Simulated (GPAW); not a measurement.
The system is MgO2.

```
CELL_PARAMETERS angstrom
1.60476 0.92651 3.49398
-1.60476 0.92651 3.49398
0.00000 -1.85302 3.49398
ATOMIC_POSITIONS crystal
Mg 0.00000 0.00000 0.00000
O 0.57121 0.57121 0.57121
O 0.42879 0.42879 0.42879
```

The cell comes from a database or a generator and needn't be the stable form of this composition.

| Quantity | Value |
| --- | --- |
| Program | GPAW 26.7.0 |
| Task | relaxation of cell and atoms |
| Functional | PBEsol |
| Dispersion | D3 |
| Potentials or basis | PAW data sets generated in the run's folder for this functional |
| Cutoff | 800 eV |
| Basis | pw |
| k mesh | 7 × 7 × 7 |
| Occupations | fermi-dirac, width 0.05 eV |
| Spin | no spin polarisation |

At the start: pressure -5.9 GPa; volume 10.39 Å³/atom.

**Question.** How do energy, volume and symmetry change on relaxing?

**Answer.** Over 11 steps the energy falls by 8.5 meV/atom and the volume is 9.93 Å³/atom (-4.5 %); space group R-3m (No. 166, to 0.05 Å).

Step by step:
| step | energy change (eV) | largest force (eV/Å) | pressure (GPa) | volume (Å³) |
| --- | --- | --- | --- | --- |
| 1 | 0.0000 | 0.3144 | -5.93 | 31.17 |
| 2 | -0.0075 | 0.0502 | -4.98 | 31.00 |
| 3 | -0.0169 | 0.3181 | -2.65 | 30.52 |
| 4 | -0.0218 | 0.3042 | -1.14 | 30.16 |
| 5 | -0.0247 | 0.0715 | 0.17 | 29.81 |
| 6 | -0.0249 | 0.0051 | 0.08 | 29.81 |
| 7 | -0.0250 | 0.0417 | -0.03 | 29.82 |
| 8 | -0.0252 | 0.0656 | -0.13 | 29.82 |
| 9 | -0.0253 | 0.0572 | -0.14 | 29.80 |
| 10 | -0.0254 | 0.0229 | -0.07 | 29.78 |
| 11 | -0.0254 | 0.0030 | -0.01 | 29.78 |

Final structure:
```xyz
3
Lattice="1.5773 0.9107 3.4550 -1.5773 0.9107 3.4550 0.0000 -1.8213 3.4550" Properties=species:S:1:pos:R:3 pbc="T T T"
Mg    0.0000    0.0000    0.0000
O     0.0000    0.0000    5.9161
O     0.0000    0.0000    4.4490
```

Caveat: later steps reuse the first step's grids.
